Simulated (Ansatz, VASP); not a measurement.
# LiH in two plane-wave programs, part 2 of 2

Wanted: the spread between two codes on one cell, functional and k mesh. The cell is taken from a series of VASP runs on this material, whose earlier steps may have relaxed, scaled or displaced it; both programs get it as it stands.

VASP 6.6.1 and Ansatz 0.2.0.

So far. Step 2 (VASP: band structure, LDA): The run ends at a pressure of -4.44 GPa.

### 7. VASP: band structure, PBE

Level of this step: PBE; plane waves and PAW (Li_sv, H) (VASP).

The same cell, functional, mesh and smearing now go to VASP, with its own data sets and cutoff.

Contents of INCAR:

```
SYSTEM = LiH
PREC = Accurate
ENCUT = 580
EDIFF = 1E-06
NELM = 100
ISMEAR = 0
SIGMA = 0.03
LREAL = .FALSE.
ALGO = Normal
GGA = PE
NBANDS = 14
LORBIT = 11
LWAVE = .FALSE.
LCHARG = .FALSE.
KPAR = 4
LASPH = .TRUE.
```

Contents of POSCAR:

```
LiH
1.0
    0.0000000000      2.0425000000      2.0425000000
    2.0425000000      0.0000000000      2.0425000000
    2.0425000000      2.0425000000      0.0000000000
Li H
1 1
Direct
    0.0000000000      0.0000000000      0.0000000000
    0.5000000000      0.5000000000      0.5000000000
```

Contents of KPOINTS:

```
Automatic mesh
0
Gamma
10 10 10
0 0 0
```

Contents of KPOINTS_OPT:

```
Line mode
10
Line-mode
Reciprocal
  0.00000000   0.00000000   0.00000000 GAMMA
  0.50000000   0.00000000   0.50000000 X

  0.50000000   0.00000000   0.50000000 X
  0.50000000   0.25000000   0.75000000 W

  0.50000000   0.25000000   0.75000000 W
  0.37500000   0.37500000   0.75000000 K

  0.37500000   0.37500000   0.75000000 K
  0.00000000   0.00000000   0.00000000 GAMMA

  0.00000000   0.00000000   0.00000000 GAMMA
  0.50000000   0.50000000   0.50000000 L

  0.50000000   0.50000000   0.50000000 L
  0.62500000   0.25000000   0.62500000 U

  0.62500000   0.25000000   0.62500000 U
  0.50000000   0.25000000   0.75000000 W

  0.50000000   0.25000000   0.75000000 W
  0.50000000   0.50000000   0.50000000 L

  0.50000000   0.50000000   0.50000000 L
  0.37500000   0.37500000   0.75000000 K

  0.62500000   0.25000000   0.62500000 U
  0.50000000   0.00000000   0.50000000 X
```

Potentials, in the order of the species: Li_sv and H (PBE family, release 64).

Run with:

```sh
> mpirun -np 4 vasp_std
```

Numbers of over 12 decimals in the logs are rounded to 6 here.

Output:

```text
[banner, memory and clock lines left out]
running    4 mpi-ranks, on    1 nodes
[...]
LDA part: xc-table for (Slater+PW92), standard interpolation
 POSCAR, INCAR and KPOINTS ok, starting setup
[...]
entering main loop
       N       E                     dE             d eps       ncg     rms          rms(c)
DAV:   1     0.143290205896E+01    0.14329E+01   -0.14143E+03  1316   0.277E+02
DAV:   2    -0.621492000282E+01   -0.76478E+01   -0.75448E+01  1764   0.570E+01
DAV:   3    -0.636103187057E+01   -0.14611E+00   -0.14602E+00  1650   0.638E+00
DAV:   4    -0.636152951985E+01   -0.49765E-03   -0.49764E-03  1550   0.375E-01
[...]
DAV:   9    -0.612128070478E+01    0.64757E-04   -0.13198E-04  1646   0.293E-02    0.545E-03
DAV:  10    -0.612127605629E+01    0.46485E-05   -0.52676E-06  1594   0.117E-02    0.261E-03
DAV:  11    -0.612127539588E+01    0.66040E-06   -0.18488E-07   966   0.125E-03
   1 F= -.61212754E+01 E0= -.61212754E+01  d E =-.266377E-33
 Start KPOINTS_OPT (optional k-point list driver)
k-point batch [1-47\100]
       N       E                     dE             ncg
DAV:   1    -0.402815964980E+04   -0.10794E+05     1316
DAV:   2    -0.439158498261E+04   -0.36343E+03     1802
DAV:   3    -0.439909657617E+04   -0.75116E+01     1612
DAV:   4    -0.439914261804E+04   -0.46042E-01     1544
DAV:   5    -0.439914296268E+04   -0.34464E-03     1704
DAV:   6    -0.439914296585E+04   -0.31627E-05     1546
DAV:   7    -0.439914296588E+04   -0.28325E-07     1388
[...]
k-point batch [95-100\100]
       N       E                     dE             ncg
DAV:   1     0.808141563692E+04   -0.16831E+04      168
DAV:   2     0.801910596022E+04   -0.62310E+02      262
DAV:   3     0.801829447254E+04   -0.81149E+00      236
DAV:   4     0.801829326640E+04   -0.12061E-02      198
DAV:   5     0.801829326010E+04   -0.62971E-05      244
DAV:   6     0.801829326006E+04   -0.42730E-07      208
```

OUTCAR, selected parts (step 7):

```text
  Total       -0.2218380     -0.2218380     -0.2218380      0.0000000      0.0000000     -0.0000000
  in kB      -20.8559698    -20.8559698    -20.8559698      0.0000000      0.0000000     -0.0000000
  external PRESSURE =     -20.8559698 kB  Pullay stress =       0.0000000 kB

 POSITION                                       TOTAL-FORCE (eV/Angst)
 -----------------------------------------------------------------------------------
      0.00000      0.00000      0.00000        -0.000000      0.000000      0.000000
      2.04250      2.04250      2.04250         0.000000     -0.000000     -0.000000
 -----------------------------------------------------------------------------------
    total drift:                                0.000000     -0.000000     -0.000000

  FREE ENERGIE OF THE ION-ELECTRON SYSTEM (eV)
  ---------------------------------------------------
  free  energy   TOTEN  =        -6.1212753959 eV

  energy  without entropy=       -6.1212753959  energy(sigma->0) =       -6.12127540

[... 2 parts as in an earlier step ...]

[... 1 further part left out ...]
[key lines of the parts left out:]
E-fermi :   0.0801
```

The run ends at a pressure of -2.09 GPa.

### 8. Differences

Compared:

```
                                        quantity  Ansatz   VASP  difference
                                  pressure (GPa)   -1.91  -2.09       +0.18
pressure without Ansatz's Pulay correction (GPa)   -2.01  -2.09       +0.07
                   gap over the path points (eV)   3.025  3.018      +0.007
```

Levels at points of the path, from each program's valence-band top (eV; 1 filled, then empty):

| k (reciprocal lattice) | Ansatz | VASP |
| --- | --- | --- |
| 0.000 0.000 0.000 | -5.23 15.37 17.31 | -5.22 15.37 17.32 |
| 0.167 0.000 0.167 | -4.57 12.67 14.27 | -4.57 12.67 14.27 |
| 0.333 0.000 0.333 | -2.54 7.16 11.50 | -2.53 7.15 11.49 |
| 0.500 0.000 0.500 | 0.00 3.02 10.54 | 0.00 3.02 10.54 |
| 0.500 0.083 0.583 | -0.05 3.27 8.97 | -0.05 3.26 8.97 |
| 0.500 0.194 0.694 | -0.18 4.36 6.30 | -0.18 4.35 6.29 |
| 0.500 0.250 0.750 | -0.20 5.22 5.22 | -0.20 5.22 5.22 |
| 0.458 0.292 0.750 | -0.29 4.62 6.11 | -0.29 4.61 6.11 |
| 0.403 0.347 0.750 | -0.44 4.18 7.20 | -0.45 4.18 7.21 |
| 0.375 0.375 0.750 | -0.47 4.13 7.38 | -0.47 4.12 7.38 |

Among the levels compared at these points, filled levels agree within 7 meV and empty ones within 13 meV. Ansatz's pressure holds a Pulay correction of 0.10 GPa; VASP's holds none.

### 9. What the set-up changes

Further runs change the set-up of one program: Ansatz's method, potentials or start, or VASP's data sets, cutoff or form of LDA. The table gives Ansatz less VASP for each quantity, since a change that brings one quantity closer may part another.

```csv
run,pressure (GPa),gap over the path points (eV)
as above,0.18,0.0073
Ansatz's all-electron LAPW method,0.17,0.0058
```

### 10. VASP: dielectric response, LDA

The response to a field tests empty states and converges slowly with the mesh.

Contents of INCAR:

```
SYSTEM = LiH
PREC = Accurate
ENCUT = 580
EDIFF = 1E-08
NELM = 100
ISMEAR = 0
SIGMA = 0.01
LREAL = .FALSE.
ALGO = Normal
GGA = CA
NBANDS = 8
LORBIT = 11
LWAVE = .FALSE.
LCHARG = .FALSE.
KPAR = 4
LEPSILON = .TRUE.
LPEAD = .TRUE.
```

POSCAR is that of step 7.

Contents of KPOINTS:

```
Automatic mesh
0
Gamma
12 12 12
0 0 0
```

The projector-augmented-wave data sets are Li_sv and H (LDA family, release 64).

Run with:

```sh
> mpirun -np 4 vasp_std
```

Output:

```text
[... set-up lines as in an earlier step ...]
 entering main loop
       N       E                     dE             d eps       ncg     rms          rms(c)
DAV:   1    -0.304033889854E+01   -0.30403E+01   -0.14600E+03  1152   0.464E+02
DAV:   2    -0.667639924646E+01   -0.36361E+01   -0.36361E+01  1680   0.490E+01
DAV:   3    -0.671585865496E+01   -0.39459E-01   -0.39459E-01  1368   0.493E+00
DAV:   4    -0.671606495877E+01   -0.20630E-03   -0.20630E-03  1760   0.295E-01
[...]
DAV:  11    -0.646561727984E+01   -0.60899E-07   -0.95268E-08  1760   0.164E-03    0.485E-04
DAV:  12    -0.646561729382E+01   -0.13978E-07   -0.26403E-09  1104   0.481E-04    0.348E-04
DAV:  13    -0.646561729202E+01    0.17954E-08   -0.27097E-09   824   0.199E-04
   1 F= -.64656173E+01 E0= -.64656173E+01  d E =0.000000E+00
 Linear response reoptimize wavefunctions to high precision
DAV:   1    -0.646561729141E+01    0.61488E-09   -0.25644E-10  1456   0.108E-04
DAV:   2    -0.646561729141E+01   -0.73896E-12   -0.79799E-12   808   0.149E-05
 Linear response to external field (no local field effect), progress :
[...]
RMM:   9    -0.190670179347E+00    0.78323E-06   -0.15016E-05  5645   0.389E-04    0.111E-05
RMM:  10    -0.190669914835E+00    0.26451E-06   -0.66642E-06  4533   0.135E-04    0.161E-06
 change of polarisation eV/A/(eV/A) component  2 :    -0.039     0.346    -0.002
 dielectric tensor                  component  2 :    -0.416     4.678    -0.025
 Linear response to external field, progress :
  Direction:   3
       N       E                     dE             d eps       ncg     rms          rms(c)
RMM:   1    -0.157029803486E+00   -0.15703E+00   -0.27789E-01   853   0.355E+00
RMM:   2    -0.175828417735E+00   -0.18799E-01   -0.90794E-03  1093   0.709E-01    0.522E-01
RMM:   3    -0.176911612656E+00   -0.10832E-02   -0.40971E-03  4345   0.357E-01    0.308E-01
RMM:   4    -0.189472224542E+00   -0.12561E-01   -0.24945E-03  4823   0.265E-01    0.206E-02
[...]
RMM:   8    -0.190451012549E+00   -0.59896E-06   -0.12646E-05  5866   0.110E-03    0.379E-05
RMM:   9    -0.190450257868E+00    0.75468E-06   -0.15006E-05  5657   0.372E-04    0.124E-05
RMM:  10    -0.190449978723E+00    0.27915E-06   -0.80068E-06  4561   0.130E-04    0.213E-06
 change of polarisation eV/A/(eV/A) component  3 :    -0.006    -0.023     0.346
 dielectric tensor                  component  3 :    -0.068    -0.240     4.674
 Born effective charges drift removed
```

Parts of OUTCAR (step 10):

```text
  Total       -0.4731329     -0.4731329     -0.4731329      0.0000000     -0.0000000      0.0000000
  in kB      -44.4813110    -44.4813110    -44.4813110      0.0000000     -0.0000000      0.0000000
  external PRESSURE =     -44.4813110 kB  Pullay stress =       0.0000000 kB

 MACROSCOPIC STATIC DIELECTRIC TENSOR (including local field effects in DFT)
 ------------------------------------------------------
           4.677235    -0.000000     0.000000
          -0.000000     4.677235     0.000000
           0.000000    -0.000000     4.677235
 ------------------------------------------------------

[... 2 parts as in an earlier step ...]

[... 1 further part left out ...]
```

### 11. Ansatz: dielectric response, LDA

The same cell, functional (in two slightly different forms) and mesh now go to Ansatz, which takes its cutoff from its data sets.

The cell is taken from a series of VASP runs on this material, whose earlier steps may have relaxed, scaled or displaced it; both programs get it as it stands.

Contents of input.yaml:

```yaml
crystal:
  lattice:
    - [0.0, 2.0425, 2.0425]
    - [2.0425, 0.0, 2.0425]
    - [2.0425, 2.0425, 0.0]
  atoms:
    - { symbol: Li, position: [0.0, 0.0, 0.0] }
    - { symbol: H, position: [0.5, 0.5, 0.5] }
hamiltonian:
  xc: lda
  pseudopotentials: { kind: paw }
kpoints:
  mp_grid: { grid: [12, 12, 12] }
scf:
  occupations: { method: fixed }
dielectric:
  method: response
```

Run with:

```sh
> ansatz run input.yaml --threads 2 --pin off --max-ram 4608MiB --backend cpu --events-out ev --progress --plain --runs-dir out
```

Output:

```text
[...]
Crystal: 2 atoms, lattice volume = 17.042 Å³
Basis set: ecut = 420 eV, 331 PW (Γ), exchange–correlation on 40×40×40 points (8 copies of the dense FFT grid, shifted against one another)
Bands: 6, of which v1, the nominal top of the filled ones, is band 2 counted from 1 (1 counted from 0)
Symmetry: 48 space group operations
k-points: 163 of 1728 (irreducible under 8 space group operations, time reversal used)
[...]
site 0:
         1.03550    0.00000   -0.00000
        -0.00000    1.03550   -0.00000
         0.00000    0.00000    1.03550
    site 1:
        -1.03550   -0.00000    0.00000
         0.00000   -1.03550    0.00000
        -0.00000   -0.00000   -1.03550
  Z* charge neutrality: 1.402e-4 e pre-enforcement
  solved inside a basis spanned on kpoints, on 12×12×12 k-points, its susceptibility summed on 16×16×16: ε∞ is read to err by 1.3e-2, Z* by 6.8e-3 e (field_mesh: kpoints solves on kpoints); Z* is corrected for what the basis lacks
[key lines of the parts left out:]
SCF converged after 6 iterations
Free energy (F): -218.183327 eV
Fermi energy:    0.425583 eV
```

It took 9.4 s on 2 threads of Arm Neoverse N1, shared host; peak memory 0.33 GiB; 17 s of CPU time.

### 12. Differences

What differs besides the data sets and the points named for the pairs above, as far as they apply: VASP's response is taken on the typed mesh, Ansatz refines its own for the field response alone. Total energies have different zeros and are not compared.

Both answers:

| quantity | Ansatz | VASP | difference |
| --- | --- | --- | --- |
| ε∞ xx | 4.68 | 4.68 | +0.04 % |
| ε∞ yy | 4.68 | 4.68 | +0.04 % |
| ε∞ zz | 4.68 | 4.68 | +0.04 % |
| Born charge of Li1 (mean of the diagonal) (e) | 1.04 | 1.04 | 0.00 |
| Born charge of H2 (mean of the diagonal) (e) | -1.04 | -1.04 | 0.00 |

### 13. What came out

```yaml
difference_in_gap_over_the_path_points_band_structure_lda: 0.0071 eV
difference_in_gap_over_the_path_points_band_structure_pbe: 0.0073 eV
difference_in_eps_infinity_xx_dielectric_response_lda: 0.038 %
```

**Reading.** The difference in gap over the path points is 0.0073 eV (band structure, PBE), within the 0.08 eV picked in this series as the mark of a large difference. Band structure, LDA, Ansatz's all-electron LAPW method: the difference in gap over the path points goes from 0.0071 to 0.0092 eV. For band structure, PBE, no further run moves any of the tabulated differences by more than a quarter of its size. 2 further runs of this series are not shown here. Such differences can come from data sets, numerical settings and the points named under the comparisons, not from the functional's error against experiment.

[Lines on the potential files, build, host, timing and source positions are cut from VASP's logs without a mark.]

[Logs are printed without paths, hosts, clocks, repeated set-up lines and the standing remarks that a program may print on its own settings, such as how far it seeks lower states.]

[Hosts, paths, dates, database ids (printed as entryN), source tags and the programs' standing remarks are cut or masked in the printed files.]
